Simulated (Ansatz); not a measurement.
## Calculated ¹⁷O nuclear quadrupole resonance for SiO₂

Cell: a COD entry, ions relaxed with PBE at fixed cell.

```cif
data_structure
_symmetry_space_group_name_H-M 'P 1'
_symmetry_Int_Tables_number 1
_cell_length_a 4.0970
_cell_length_b 5.0462
_cell_length_c 4.4946
_cell_angle_alpha 90.000
_cell_angle_beta 90.000
_cell_angle_gamma 90.000
_cell_volume 92.92
loop_
_atom_site_label
_atom_site_type_symbol
_atom_site_fract_x
_atom_site_fract_y
_atom_site_fract_z
_atom_site_occupancy
Si1 Si 0.00000 0.15241 0.25000 1
Si2 Si 0.50000 0.34759 0.75000 1
Si3 Si 0.00000 0.84759 0.75000 1
Si4 Si 0.50000 0.65241 0.25000 1
O5 O 0.73158 0.61721 0.91997 1
O6 O 0.76842 0.88279 0.41997 1
O7 O 0.23158 0.88279 0.08003 1
O8 O 0.26842 0.61721 0.58003 1
O9 O 0.26842 0.38279 0.08003 1
O10 O 0.23158 0.11721 0.58003 1
O11 O 0.76842 0.11721 0.91997 1
O12 O 0.73158 0.38279 0.41997 1
```

Atoms are numbered from 1 in the order listed; like atoms form one site, named after its first atom.

Method: Kohn–Sham DFT in Ansatz, r2SCAN, plane waves and PAW, scalar-relativistic, 500 eV cutoff, Γ-centred 5×4×5 k-points, Fermi–Dirac smearing 0.02 eV.

¹⁷O: I = 5/2, Q = -25.58 mb (year-2017 value). Static lattice, zero field.

(1) The simulated lines lie at 1.26, 2.11 MHz. What are |C_Q|, η and |V_zz| at O?

## Answers

(1) For I = 5/2 and η = 0 the lines are 3|C_Q|/20 and twice that; η pulls their ratio below 2. Here |C_Q| = 7.23 MHz, η = 0.40 and |V_zz| = 11.69 × 10²¹ V/m². The calculation gives V_zz negative; the lines don't show the sign. The site has 3 Si at 1.77–1.83 Å.

At O V_zz stands upright on the plane through its three neighbours (within 3°).

At this cell the principal stresses reach 5 GPa in size with r2SCAN, which can matter for small gradients.
